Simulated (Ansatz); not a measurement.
# Li (Im-3m) in Ansatz: a series of runs

The runs below take Li through projected density of states, with PBEsol, RPBE, revPBE, BLYP, r2SCAN.

Program: Ansatz 0.2.0. These are calculated values, not measurements. Logs are shortened: lines on timing, memory, paths and dates and some standing lists are left out, and cuts for length are marked.

## (1) The structure

The structure is cubic, space group Im-3m (No. 229). Conventional cell: a = 3.509 Å, b = 3.509 Å, c = 3.509 Å, α = 90.00°, β = 90.00°, γ = 90.00°. Li (site symmetry m-3m) is surrounded by 8 Li at 3.04 Å.

## (2) Projected density of states, PBEsol

The input, input.yaml:

```yaml
crystal:
  lattice:
    - [-1.75465, 1.75465, 1.75465]
    - [1.75465, -1.75465, 1.75465]
    - [1.75465, 1.75465, -1.75465]
  atoms:
    - { symbol: Li, position: [0.0, 0.0, 0.0] }
hamiltonian:
  xc: pbesol
  pseudopotentials: { kind: paw }
kpoints:
  mp_grid: { grid: [6, 6, 6] }
scf:
  occupations: { method: fermi_dirac, width: 0.05 }
  n_extra_bands: 6
output:
  forces: true
  stress: true
  eigenvalues: true
  dos: { projected: true, de: 0.05, nscf_kmesh: { grid: [9, 9, 9] } }
```

Potentials or basis: Ansatz PAW.

On the command line:

```console
> ansatz run input.yaml --threads 2 --pin off --max-ram 5632MiB --backend cpu --events-out ev --progress --plain --runs-dir out
```

The program printed:

```text
Warning: RAYON_NUM_THREADS=2 ignored (pool sized by the plan → 2); use --threads N
scf.n_extra_bands = 6 over 2 filled bands (N_el = 3.0): the run solves 8 bands
Engine: ansatz 0.2.0, aarch64-unknown-linux-gnu
Pseudopotentials: kind: paw
Pseudopotential: Li, paw, valence charge 3, recommended cutoff 420 eV (normal), Li.paw.azcp
Functional definition: PBEsol
  exchange = pbesol_x
  correlation = pbesol_c
Crystal: 1 atoms, lattice volume = 21.609 Å³
Basis set: ecut = 420 eV, 429 PW (Γ), exchange–correlation on 48×48×48 points (8 copies of the dense FFT grid, shifted against one another)
Bands: 8, of which v1, the nominal top of the filled ones, is band 2 counted from 1 (1 counted from 0)
Symmetry: 48 space group operations
Space group: Im-3m (ITA 229), of the structure as read, at distance tolerance 2.8e-5 Å
k-points: 16 of 216
Non-local potential: Li, projectors of the file, l = 0: 3, l = 1: 2, l = 2: 1
PAW form: soft (Blöchl's): semilocal exchange-correlation on the pseudo side does not see the compensation charge
PAW one-centre angular grid: Li, 110 points (default); XC on 64 Gauss nodes
Initial density: superposition of atomic densities (neutral atoms: chi_scale 0, normalization atom), corrected by the library's trained network
Initial wavefunctions: pseudopotential atomic-orbital guess
Functional: x = pbesol(κ = 0.804, μ = 0.12345679012345678), c = pbesol(β = 0.046)
SCF iter   1: F=—  HF=-202.965882 eV  |F-HF|=—  |Δ(HF+E_count)|=         —  Δρ=1.46e-3  dr2=1.32e-4  ethr=1.77e-3  ⟨swp⟩=4.4  Hψ=856  notcnv=0  defer=3
preconditioner: auto → none  [insulator: Δε(μ)=0.428 eV  Ē_g=13.312 eV  σ=0.050 eV  W_gap=0.56  n_scr=0 (ndim 8)  ℏωp=8.0 eV  f_vac=0.000  D(μ)=2.20/eV (n_scr^D=18)  ε∞_Penn≈1.4]
SCF iter   2: F=—  HF=-202.965375 eV  |F-HF|=—  |Δ(HF+E_count)|=   5.07e-4  Δρ=5.65e-4  dr2=1.88e-5  ethr=4.40e-6  ⟨swp⟩=2.0  Hψ=288  notcnv=0  defer=9
SCF iter   3: F=—  HF=-202.965286 eV  |F-HF|=—  |Δ(HF+E_count)|=   8.96e-5  Δρ=1.86e-5  dr2=5.61e-8  ethr=6.28e-7  ⟨swp⟩=2.0  Hψ=128  notcnv=0  defer=9
iter 4 did not close the SCF: its close was put off for the readings that it lacked (scf_convergence_deferred on its scf_iter line)
SCF iter   4: F=-202.965286 eV  HF=-202.965286 eV  |F-HF|=3.16e-10  |Δ(HF+E_count)|=   4.22e-7  Δρ=1.69e-6  dr2=3.94e-10  ethr=1.87e-9  ⟨swp⟩=2.0  Hψ=128  notcnv=0  defer=9
iter 5 did not close the SCF: its close was put off for the readings that it lacked (scf_convergence_deferred on its scf_iter line)
SCF iter   5: F=-202.965286 eV  HF=-202.965286 eV  |F-HF|=1.14e-13  |Δ(HF+E_count)|=  2.99e-10  Δρ=2.68e-8  dr2=7.85e-14  ethr=1.31e-11  ⟨swp⟩=2.1  Hψ=127  notcnv=0  defer=9
SCF iter   6: F=-202.965286 eV  HF=-202.965286 eV  |F-HF|=2.84e-14  |Δ(HF+E_count)|=  1.71e-13  Δρ=8.10e-10  dr2=8.24e-17  ethr=1.00e-12  ⟨swp⟩=3.6  Hψ=504  notcnv=0
SCF 1 converged in 6 iterations: F = -202.965286 eV  dr2 = 8.24e-17
NSCF: frozen V_eff on 35 k-points
SCF converged after 6 iterations
Free energy (F): -202.965286 eV
Harris-Foulkes:  -202.965286 eV  (|F-HF|=2.84e-14)
Internal energy: -202.949931 eV  (E = F + TS)
E sigma→0 (E₀):  -202.957608 eV
Entropy (-TS):   -0.015355 eV (-15.355 meV/atom)
Fermi energy:    0.841068 eV
--- Per-component energies (eV) ---
  E_band       = -90.908132
  E_kinetic    = 21.001676
  E_local      = -133.911711  (includes V_loc(G=0)·N_el)
  E_nonlocal   = -33.225650
  E_hartree    = 39.755949
  E_xc         = -9.787769
  E_vxc        = -12.668580  (∫ρ·V_xc dr)
  E_paw        = -19.584839  (= ΣΔE_a)
  E_vpaw       = -11.615774  (= ΣTr[D̂ρ^β])
  E_aug_tail   = 0.000010  (compensation charges beyond the density's cutoff)
  E_ewald      = -67.197595
  E_smearing   = -0.015355  (= −TS)
  E_closure    = -0.000000  (closes the sum)
  Σ components = -202.965286   (vs F -202.965286, Δ=0.00e0)
--- Forces (eV/Å), atoms counted from 1 ---
  atom   1  Li     0.00000000     0.00000000    -0.00000000
  max |Σ_I F_I| component: 1.28e-32 eV/Å
--- Stress (GPa, compression-positive) ---
       -0.672311      -0.000000       0.000000
       -0.000000      -0.672311       0.000000
       -0.000000      -0.000000      -0.672311
  P = ⅓ Tr σ = -0.6723 GPa (-6.723 kbar)
--- Band table (eV; the first three rows and the last of 16) ---
  k-point 0: bands = ["-45.2263", "-2.6559", "14.8472", "14.8472", "14.8472", "19.3815", "19.3815", "19.3815"]
  k-point 1: bands = ["-45.2224", "-2.1418", "11.7112", "13.1536", "14.0455", "16.5873", "17.0211", "19.2588"]
  k-point 2: bands = ["-45.2145", "-0.6184", "6.7918", "11.3920", "12.7275", "14.5775", "16.9197", "20.6181"]
  k-point 15: bands = ["-45.1997", "6.1320", "6.1320", "6.1320", "8.3112", "8.3112", "13.6406", "28.4366"]
```

Wall time 0.61 s (2 threads of Arm Neoverse N1, shared host); peak memory 0.23 GiB.

What came out:

| Item | Value |
| --- | --- |
| Free energy | -202.9653 eV |
| Pressure | -0.7 GPa |
| Band gap on the k mesh | none (metal or under the smearing width) |
| Density of states at the Fermi level | 0.52 states/eV per cell |

States per cell in windows of 0.5 eV (zero at the Fermi level; states under -8 eV left out):
| from (eV) | total | Li 2s |
| --- | --- | --- |
| -8.0 | 0.00 | 0.00 |
| -7.5 | 0.00 | 0.00 |
| -7.0 | 0.00 | 0.00 |
| -6.5 | 0.00 | 0.00 |
| -6.0 | 0.00 | 0.00 |
| -5.5 | 0.00 | 0.00 |
| -5.0 | 0.00 | 0.00 |
| -4.5 | 0.00 | 0.00 |
| -4.0 | 0.00 | 0.00 |
| -3.5 | 0.04 | 0.04 |
| -3.0 | 0.09 | 0.09 |
| -2.5 | 0.12 | 0.12 |
| -2.0 | 0.14 | 0.14 |
| -1.5 | 0.17 | 0.16 |
| -1.0 | 0.19 | 0.17 |
| -0.5 | 0.23 | 0.17 |
| 0.0 | 0.30 | 0.15 |
| 0.5 | 0.26 | 0.11 |
| 1.0 | 0.19 | 0.06 |
| 1.5 | 0.14 | 0.03 |
| 2.0 | 0.05 | 0.01 |
| 2.5 | 0.05 | 0.01 |
| 3.0 | 0.28 | 0.10 |
| 3.5 | 0.35 | 0.11 |
| 4.0 | 0.27 | 0.05 |
| 4.5 | 0.23 | 0.03 |
| 5.0 | 0.20 | 0.02 |
| 5.5 | 0.28 | 0.05 |
| 6.0 | 0.34 | 0.07 |
| 6.5 | 0.31 | 0.05 |
| 7.0 | 0.29 | 0.03 |
| 7.5 | 0.27 | 0.02 |

Caveat: the k mesh is coarse (spacing up to 0.42 Å⁻¹), so the values aren't converged; the density of states is complete only up to the lowest level of the last band computed.

## (3) Projected density of states, RPBE

input.yaml, as its differences from that of step 2:

```diff
@@ -8,3 +8,3 @@
 hamiltonian:
-  xc: pbesol
+  xc: rpbe
   pseudopotentials: { kind: paw }
```

Potentials or basis: Ansatz PAW.

On the command line:

```console
> ansatz run input.yaml --threads 2 --pin off --max-ram 5632MiB --backend cpu --events-out ev --progress --plain --runs-dir out
```

The program printed:

```text
Warning: RAYON_NUM_THREADS=2 ignored (pool sized by the plan → 2); use --threads N
scf.n_extra_bands = 6 over 2 filled bands (N_el = 3.0): the run solves 8 bands
[... 3 set-up lines as earlier in the session ...]
Functional definition: RPBE
  parameter kappa = 0.804
  parameter beta = 0.06672455060314922
  exchange = rpbe_x(kappa = kappa, mu = beta*pi^2/3)
  correlation = pbe_c(beta = beta)
Crystal: 1 atoms, lattice volume = 21.609 Å³
Basis set: ecut = 420 eV, 429 PW (Γ), exchange–correlation on 48×48×48 points (8 copies of the dense FFT grid, shifted against one another)
Bands: 8, of which v1, the nominal top of the filled ones, is band 2 counted from 1 (1 counted from 0)
[... 2 set-up lines as earlier in the session ...]
k-points: 16 of 216
[... 3 set-up lines as earlier in the session ...]
[... 20 lines left out ...]
Entropy (-TS):   -0.015340 eV (-15.340 meV/atom)
Fermi energy:    0.905519 eV
--- Per-component energies (eV) ---
  E_band       = -92.233133
  E_kinetic    = 21.044369
  E_local      = -134.177316  (includes V_loc(G=0)·N_el)
  E_nonlocal   = -33.308791
  E_hartree    = 39.916264
  E_xc         = -10.078113
  E_vxc        = -12.868572  (∫ρ·V_xc dr)
  E_paw        = -21.593236  (= ΣΔE_a)
  E_vpaw       = -12.755358  (= ΣTr[D̂ρ^β])
  E_aug_tail   = 0.000010  (compensation charges beyond the density's cutoff)
  E_ewald      = -67.197595
  E_smearing   = -0.015340  (= −TS)
  E_closure    = 0.000000  (closes the sum)
  Σ components = -205.409749   (vs F -205.409749, Δ=0.00e0)
--- Forces (eV/Å), atoms counted from 1 ---
  atom   1  Li     0.00000000     0.00000000     0.00000000
  max |Σ_I F_I| component: 1.41e-32 eV/Å
--- Stress (GPa, compression-positive) ---
       -0.188547       0.000000      -0.000000
       -0.000000      -0.188547       0.000000
       -0.000000       0.000000      -0.188547
  P = ⅓ Tr σ = -0.1885 GPa (-1.885 kbar)
--- Band table (eV; the first three rows and the last of 16) ---
  k-point 0: bands = ["-45.9147", "-2.6177", "14.9995", "14.9995", "14.9995", "19.4845", "19.4845", "19.4845"]
  k-point 1: bands = ["-45.9111", "-2.0996", "11.8140", "13.2934", "14.1776", "16.6539", "17.0934", "19.3091"]
  k-point 2: bands = ["-45.9038", "-0.5645", "6.8633", "11.5270", "12.8382", "14.6403", "16.9925", "20.6814"]
  k-point 15: bands = ["-45.8901", "6.2367", "6.2367", "6.2367", "8.3448", "8.3448", "13.7205", "28.4626"]
```

dos.tsv:

```text
# E-E_F[eV]	g_bin_mean(E)[states/eV]	N(E)
# format = ansatz-dos/2
# fermi_ev = 0.867324
# fermi_mp_grid = 9 9 9
# fermi_mp_shift = 0 0 0
# nscf_kmesh_grid = 9 9 9
# nscf_kmesh_shift = 0 0 0
# tetrahedron_fermi_ev = 0.929259
# g_bin_mean(E): the states in a bin one row spacing wide, centred on E, divided by that spacing. States that the method places at a single energy (under output.dos.method: tetrahedron, those of a tetrahedron whose four corners have one energy) are counted whole in the row whose bin holds that energy (on the edge of two bins, in the lower row). The sum of g_bin_mean over a run of rows, times the row spacing, is the number of states from half a spacing under the first of them to half a spacing over the last (a plain sum, not the trapezoid rule).
-47.282017	0.000000e0	0.000000e0
-47.232017	0.000000e0	0.000000e0
-47.182017	0.000000e0	0.000000e0
-47.132017	0.000000e0	0.000000e0
-47.082017	0.000000e0	0.000000e0
-47.032017	0.000000e0	0.000000e0
[... 1472 lines left out ...]
26.617983	0.000000e0	1.600000e1
26.667983	0.000000e0	1.600000e1
```

Run time: 0.61 s. Hardware: 2 threads of Arm Neoverse N1, shared host; peak memory 0.23 GiB.

Results:

- Free energy: -205.4097 eV
- Pressure: -0.2 GPa
- Band gap on the k mesh: none (metal or under the smearing width)
- Density of states at the Fermi level: 0.52 states/eV per cell

States per cell in windows of 1 eV (zero at the Fermi level; states under -8 eV left out):
```
from (eV)  total  Li 2s
     -8.0   0.00   0.00
     -7.0   0.00   0.00
     -6.0   0.00   0.00
     -5.0   0.00   0.00
     -4.0   0.04   0.04
     -3.0   0.21   0.20
     -2.0   0.31   0.29
     -1.0   0.42   0.33
      0.0   0.56   0.26
      1.0   0.33   0.09
      2.0   0.10   0.02
      3.0   0.62   0.21
      4.0   0.50   0.08
      5.0   0.46   0.06
      6.0   0.66   0.13
      7.0   0.56   0.04
```

Caveat: the k mesh is coarse (spacing up to 0.42 Å⁻¹), so the values aren't converged; the potentials were made for another functional, which shifts forces and pressure; the density of states is complete only up to the lowest level of the last band computed.

## (4) Projected density of states, revPBE

input.yaml, as its differences from that of step 3:

```diff
@@ -8,3 +8,3 @@
 hamiltonian:
-  xc: rpbe
+  xc: revpbe
   pseudopotentials: { kind: paw }
@@ -20 +20,5 @@
   dos: { projected: true, de: 0.05, nscf_kmesh: { grid: [9, 9, 9] } }
+  write_density: true
+  write_potential: true
+  elf: true
+  volumetric_format: npy
```

On the command line:

```console
> ansatz run input.yaml --threads 2 --pin off --max-ram 5632MiB --backend cpu --events-out ev --progress --plain --runs-dir out
```

Wall time 0.62 s (2 threads of Arm Neoverse N1, shared host); peak memory 0.24 GiB.

The run converged. Its results:

```yaml
Free_energy: -205.2293 eV
Pressure: -0.1 GPa
Band_gap_on_the_k_mesh: none (metal or under the smearing width)
Density_of_states_at_the_Fermi_level: 0.52 states/eV per cell
```

Levels at points of the mesh, in eV from the Fermi level:
```tsv
k point	band 1	band 2	band 3	band 4
(0.00, 0.00, 0.00)	-46.78	-3.53	14.13	14.13
(0.00, 0.00, -0.50)	-46.77	0.25	3.02	10.02
(-0.50, -0.50, -0.50)	-46.76	5.34	5.34	5.34
```

States per cell in windows of 1 eV (zero at the Fermi level; states under -8 eV left out):
```csv
from (eV),total,Li 2s
-8.0,0.00,0.00
-7.0,0.00,0.00
-6.0,0.00,0.00
-5.0,0.00,0.00
-4.0,0.03,0.03
-3.0,0.20,0.19
-2.0,0.30,0.28
-1.0,0.40,0.33
0.0,0.57,0.28
1.0,0.37,0.10
2.0,0.11,0.02
3.0,0.57,0.19
4.0,0.52,0.10
5.0,0.43,0.05
6.0,0.67,0.14
7.0,0.57,0.05
```

Caveat: the k mesh is coarse (spacing up to 0.42 Å⁻¹), so the values aren't converged; the potentials were made for another functional, which shifts forces and pressure; the density of states is complete only up to the lowest level of the last band computed.

## (5) Projected density of states, BLYP

input.yaml, as its differences from that of step 4:

```diff
@@ -8,3 +8,3 @@
 hamiltonian:
-  xc: revpbe
+  xc: blyp
   pseudopotentials: { kind: paw }
```

On the command line:

```console
> ansatz run input.yaml --threads 2 --pin off --max-ram 5632MiB --backend cpu --events-out ev --progress --plain --runs-dir out
```

Run time: 0.67 s. Hardware: 2 threads of Arm Neoverse N1, shared host; peak memory 0.24 GiB.

It converged, with:

- Free energy: -204.9045 eV
- Pressure: -0.8 GPa
- Band gap on the k mesh: none (metal or under the smearing width)
- Density of states at the Fermi level: 0.53 states/eV per cell

Levels at points of the mesh, in eV from the Fermi level:
```tsv
k point	band 1	band 2	band 3	band 4
(0.00, 0.00, 0.00)	-47.35	-3.47	13.61	13.61
(0.00, 0.00, -0.50)	-47.34	0.24	3.03	9.72
(-0.50, -0.50, -0.50)	-47.33	5.21	5.21	5.21
```

States per cell in windows of 1 eV (zero at the Fermi level; states under -8 eV left out):
| from (eV) | total | Li 2s |
| --- | --- | --- |
| -8.0 | 0.00 | 0.00 |
| -7.0 | 0.00 | 0.00 |
| -6.0 | 0.00 | 0.00 |
| -5.0 | 0.00 | 0.00 |
| -4.0 | 0.04 | 0.04 |
| -3.0 | 0.21 | 0.20 |
| -2.0 | 0.32 | 0.30 |
| -1.0 | 0.43 | 0.34 |
| 0.0 | 0.57 | 0.26 |
| 1.0 | 0.33 | 0.08 |
| 2.0 | 0.10 | 0.02 |
| 3.0 | 0.65 | 0.21 |
| 4.0 | 0.50 | 0.08 |
| 5.0 | 0.51 | 0.08 |
| 6.0 | 0.65 | 0.12 |
| 7.0 | 0.57 | 0.04 |

Caveat: the k mesh is coarse (spacing up to 0.42 Å⁻¹), so the values aren't converged; the potentials were made for another functional, which shifts forces and pressure; the density of states is complete only up to the lowest level of the last band computed.

## (6) Projected density of states, r2SCAN

input.yaml, as its differences from that of step 5:

```diff
@@ -8,3 +8,3 @@
 hamiltonian:
-  xc: blyp
+  xc: r2scan
   pseudopotentials: { kind: paw }
```

Potentials or basis: Ansatz PAW.

On the command line:

```console
> ansatz run input.yaml --threads 2 --pin off --max-ram 5632MiB --backend cpu --events-out ev --progress --plain --runs-dir out
```

The program printed:

```text
Warning: RAYON_NUM_THREADS=2 ignored (pool sized by the plan → 2); use --threads N
scf.n_extra_bands = 6 over 2 filled bands (N_el = 3.0): the run solves 8 bands
[... 2 set-up lines as earlier in the session ...]
Pseudopotential: Li, paw, valence charge 3, recommended cutoff 500 eV (meta_gga), Li.paw.azcp
Functional definition: r2SCAN
  parameter k0 = 0.174
  parameter k1 = 0.065
  parameter a1 = 4.9479
  exchange = r2scan_x(k0 = k0, k1 = k1, a1 = a1)
  correlation = r2scan_c
Crystal: 1 atoms, lattice volume = 21.609 Å³
Basis set: ecut = 500 eV, 555 PW (Γ), exchange–correlation on 96×96×96 points (64 copies of the dense FFT grid, shifted against one another)
Bands: 8, of which v1, the nominal top of the filled ones, is band 2 counted from 1 (1 counted from 0)
[... 2 set-up lines as earlier in the session ...]
k-points: 16 of 216
[... 2 set-up lines as earlier in the session ...]
PAW one-centre angular grid: Li, 302 points (default); XC on 327 of its mesh's 2665 points in the sphere
[... 24 lines left out ...]
  E_kinetic    = 21.078953
  E_local      = -134.194093  (includes V_loc(G=0)·N_el)
  E_nonlocal   = -33.342293
  E_hartree    = 39.927583
  E_xc         = -9.542262
  E_vxc        = -13.606514  (∫ρ·V_xc dr)
  E_paw        = -21.814894  (= ΣΔE_a)
  E_vpaw       = -15.837618  (= ΣTr[D̂ρ^β])
  E_aug_tail   = -0.000094  (compensation charges beyond the density's cutoff)
  E_vtau       = 0.832683  (kinetic-family band-sum trace: ∫τ·v_τ [+ j·A + Jᵃ·Aᵃ] dr)
  E_ewald      = -67.197595
  E_smearing   = -0.015292  (= −TS)
  E_closure    = 0.000000  (closes the sum)
  Σ components = -205.099989   (vs F -205.099989, Δ=0.00e0)
--- Forces (eV/Å), atoms counted from 1 ---
  atom   1  Li     0.00000000     0.00000000     0.00000000
  max |Σ_I F_I| component: 3.02e-33 eV/Å
--- Stress (GPa, compression-positive) ---
       -0.208801      -0.000000      -0.000000
       -0.000000      -0.208801       0.000000
       -0.000000       0.000000      -0.208801
  P = ⅓ Tr σ = -0.2088 GPa (-2.088 kbar)
--- Band table (eV; the first three rows and the last of 16) ---
  k-point 0: bands = ["-47.3357", "-2.9662", "16.4089", "16.4089", "16.4089", "20.6914", "20.6914", "20.6914"]
  k-point 1: bands = ["-47.3317", "-2.3980", "12.7571", "14.4728", "15.4538", "17.7108", "18.3935", "20.7128"]
  k-point 2: bands = ["-47.3237", "-0.7164", "7.3418", "12.5517", "13.9455", "15.5412", "18.3031", "22.2490"]
  k-point 15: bands = ["-47.3089", "6.7377", "6.7377", "6.7377", "8.8016", "8.8016", "15.0267", "30.6173"]
```

dos.tsv:

```text
# E-E_F[eV]	g_bin_mean(E)[states/eV]	N(E)
# format = ansatz-dos/2
# fermi_ev = 0.843638
# fermi_mp_grid = 9 9 9
# fermi_mp_shift = 0 0 0
# nscf_kmesh_grid = 9 9 9
# nscf_kmesh_shift = 0 0 0
# tetrahedron_fermi_ev = 0.916093
# g_bin_mean(E): the states in a bin one row spacing wide, centred on E, divided by that spacing. States that the method places at a single energy (under output.dos.method: tetrahedron, those of a tetrahedron whose four corners have one energy) are counted whole in the row whose bin holds that energy (on the edge of two bins, in the lower row). The sum of g_bin_mean over a run of rows, times the row spacing, is the number of states from half a spacing under the first of them to half a spacing over the last (a plain sum, not the trapezoid rule).
-48.679307	0.000000e0	0.000000e0
-48.629307	0.000000e0	0.000000e0
-48.579307	0.000000e0	0.000000e0
-48.529307	0.000000e0	0.000000e0
-48.479307	0.000000e0	0.000000e0
-48.429307	0.000000e0	0.000000e0
[... 1541 lines left out ...]
28.670693	0.000000e0	1.600000e1
28.720693	0.000000e0	1.600000e1
```

Wall time 1.1 s (2 threads of Arm Neoverse N1, shared host); peak memory 0.25 GiB.

What came out:

* Free energy: -205.1000 eV
* Pressure: -0.2 GPa
* Band gap on the k mesh: none (metal or under the smearing width)
* Density of states at the Fermi level: 0.47 states/eV per cell

States per cell in windows of 1 eV (zero at the Fermi level; states under -8 eV left out):
```csv
from (eV),total,Li 2s
-8.0,0.00,0.00
-7.0,0.00,0.00
-6.0,0.00,0.00
-5.0,0.00,0.00
-4.0,0.07,0.07
-3.0,0.21,0.20
-2.0,0.29,0.27
-1.0,0.38,0.30
0.0,0.53,0.26
1.0,0.36,0.11
2.0,0.13,0.02
3.0,0.40,0.14
4.0,0.54,0.13
5.0,0.38,0.04
6.0,0.54,0.10
7.0,0.57,0.08
```

Caveat: the k mesh is coarse (spacing up to 0.42 Å⁻¹), so the values aren't converged; the PAW data sets were made with another functional, which shifts forces and pressure a little; the density of states is complete only up to the lowest level of the last band computed.

## (7) Overview

| level | cutoff (eV) | gap on the mesh (eV) | pressure (GPa) |
| --- | --- | --- | --- |
| PBEsol | 420 | none | -0.7 |
| RPBE | 420 | none | -0.2 |
| revPBE | 420 | none | -0.1 |
| BLYP | 420 | none | -0.8 |
| r2SCAN | 500 | none | -0.2 |

Alike in all rows: task projected density of states; potentials or basis Ansatz PAW; no spin polarisation; cell as given; k mesh 6 × 6 × 6; smearing fermi-dirac 0.05 eV; the mesh is coarse, so values aren't converged.

Caveats: all runs use coarse meshes; the density of states is complete only up to the lowest level of the last band computed; the potentials were made for another functional, which shifts forces and pressure (some runs); the PAW data sets were made with another functional, which shifts forces and pressure a little (some runs).

Absolute energies hang on the potentials; compare differences alone.
